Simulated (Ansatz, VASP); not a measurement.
**Si in VASP and in Ansatz**

```
Si
1.0
     0.00000    2.72185    2.72185
     2.72185    0.00000    2.72185
     2.72185    2.72185    0.00000
Si
2
Cartesian
  2.7219 2.7219 2.7219
  4.0828 4.0828 4.0828
```

Alike in both runs: task relaxation of cell and atoms; functional PBEsol; k mesh 8 × 8 × 8; occupations fermi-dirac, width 0.05 eV; no spin polarisation.

|  | VASP | Ansatz |
| --- | --- | --- |
| version | VASP 6.6.1 | Ansatz 0.2.0 |
| potentials or method | VASP PAW PBE potentials, release 64 (Si) | Ansatz PAW |
| plane-wave cutoff (eV) | 600 | 420 |
| valence electrons in the cell | 8 | 8 |

|  | VASP | Ansatz | Ansatz less VASP |
| --- | --- | --- | --- |
| gap on the k mesh at the Fermi level, each at its own relaxed structure (eV) | 0.51 | 0.51 | +0.003 |
| relaxed volume (Å³/atom) | 20.08 | 20.06 | -0.022 |
| relaxed cell length with the largest relative difference (Å) | 3.844 | 3.842 | -0.0014 |

Caveats: the PAW data sets were made with another functional, which shifts forces and pressure a little (VASP); the plane-wave basis is chosen anew once the cell has moved, so the energies of steps on either side of that aren't comparable (Ansatz); the PAW data sets come from PBE, with cores solved anew for the run's functional, which leaves a small shift of forces and pressure (Ansatz). A hybrid or GW would open this gap; PBEsol tends to underestimate it. A k mesh can miss the band edges.
